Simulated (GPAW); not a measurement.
Input of a GPAW 26.7.0 run:

File run.py:

```python
from ase.calculators.mixing import SumCalculator
from ase.dft.bandgap import bandgap
from ase.io import read, write
from ase.units import Bohr, GPa
from dftd3.ase import DFTD3
from gpaw import GPAW, PW
from gpaw.elf import elf_from_dft_calculation

atoms = read('Ge.xyz')

calc = GPAW(mode=PW(600),
            xc='PBE',
            kpts={'size': (11, 11, 11), 'gamma': True},
            occupations={'name': 'fermi-dirac', 'width': 0.05},
            nbands=11,
            convergence={'density': 1e-05, 'energy': 1e-05},
            maxiter=150,
            txt='gpaw.txt')
atoms.calc = SumCalculator([calc, DFTD3(method='pbe', damping='d3bj')])
energy = atoms.get_potential_energy()
forces = atoms.get_forces()
stress = atoms.get_stress()
calc.write('gs.gpw')
write('result.traj', atoms)
print(f'Energy: {energy:.6f} eV')
print('Forces (eV/A):')
print(forces.round(4))
print('Stress (GPa):', (stress / GPa).round(3))
print('Fermi level:', round(calc.get_fermi_level(), 4), 'eV')
print(f'Gap: {bandgap(calc)[0]:.4f} eV, direct: {bandgap(calc, direct=True)[0]:.4f} eV')

# fields on the real-space grid
write('density.cube', atoms, data=calc.get_pseudo_density() * Bohr**3)
write('potential.cube', atoms, data=calc.get_electrostatic_potential())
write('elf.cube', atoms, data=elf_from_dft_calculation(calc).data)
```

Ge.xyz

```xyz
2
Lattice="-2.3917790477 2.5402795233 1.3770032779 2.3917790477 -2.5402795233 1.3770032779 2.3917790477 2.5402795233 -1.3770032779" Properties=species:S:1:pos:R:3 pbc="T T T"
Ge     0.0000000000      1.2701397616      0.1764133979
Ge     2.3917790477      1.2701397617      1.2005898800
```

Potentials or basis: GPAW PAW data sets (gpaw-data 1.2.1), pw.

Launch:

```sh
$ OMP_NUM_THREADS=1 python run.py
```

Problem. Estimate the dispersion energy per atom.

Solution. -0.398 eV.

Problem. Estimate the pressure.

Solution. 9.9 GPa.

Stress tensor (GPa, compression positive):
```
10.85  0.00  0.00
 0.00  9.21  0.00
 0.00  0.00  9.62
```

Caveat: pairwise dispersion overbinds metals, which lowers pressure and volume.
